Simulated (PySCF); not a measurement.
Species: phenylacetylene, C8H6.
SMILES: `C#Cc1ccccc1`

Method: TDDFT wB97X-D/def2-SVPD, vertical, gas phase, core orbitals frozen in the response (PySCF). Isolated species at its GFN2-xTB geometry, gas phase.

Each state is given a Gaussian of 0.4 eV full width at half maximum, with ε(max) = 2.175×10⁸ f / Δν̃ (Δν̃ the width in cm⁻¹). The width is an assumption, not a result. The curve ends short of the highest state used, and states not computed would add to its high-energy end.

(E (eV), ε (L mol⁻¹ cm⁻¹)): (4.66, 1), (4.70, 3), (4.73, 5), (4.77, 13), (4.81, 31), (4.85, 71), (4.89, 152), (4.93, 309), (4.96, 506), (5.00, 934), (5.04, 1631), (5.08, 2696), (5.12, 4217), (5.16, 6241), (5.19, 8077), (5.23, 10853), (5.27, 13799), (5.31, 16599), (5.35, 18892), (5.39, 20344), (5.42, 20737), (5.46, 20267), (5.50, 18740), (5.54, 16394), (5.58, 13568), (5.62, 10624), (5.66, 7870), (5.69, 6060), (5.73, 4074), (5.77, 2591), (5.81, 1559), (5.85, 888), (5.89, 480), (5.92, 294), (5.96, 152), (6.00, 90), (6.04, 87), (6.08, 141), (6.12, 278), (6.15, 463), (6.19, 885), (6.23, 1609), (6.27, 2773), (6.31, 4535), (6.35, 7035), (6.38, 9448), (6.42, 13374), (6.46, 17972), (6.50, 22934), (6.54, 27798), (6.58, 32011), (6.61, 34415), (6.65, 36257), (6.69, 36318), (6.73, 34603), (6.77, 31373)

Q: Locate the maxima and give the states behind the curve.

A: 229 nm (5.42 eV), ε about 21000, made up of S2 (100%); 186 nm (6.67 eV), ε about 37000, made up of S5 (58%) and S6 (42%) (ε in L mol⁻¹ cm⁻¹; maxima over ε = 5, shares over 10%). The states used: S1 5.26 eV (f 0.0004); S2 5.42 eV (f 0.307); S3 5.76 eV (f 0.0000); S4 6.48 eV (f 0.0000); S5 6.63 eV (f 0.324); S6 6.73 eV (f 0.241); S7 7.08 eV (f 0.014); S8 7.37 eV (f 0.0032).

Q: Does any computed singlet lie in the visible range?

A: No computed singlet lies in the visible range (380 to 750 nm); the lowest, at 236 nm, stands 2.00 eV above its violet end (3.26 eV).

Q: What would ε be at 6.67 eV, the highest of these maxima, with half the width (0.2 eV)?

A: About 64300 L mol⁻¹ cm⁻¹ against 36500, a factor of about 1.8; a lone state at its own centre would give exactly 2.

Q: Coming from long wavelengths, where does ε first pass 100 L mol⁻¹ cm⁻¹?

A: At about 255 nm (4.87 eV), 0.39 eV below S1.
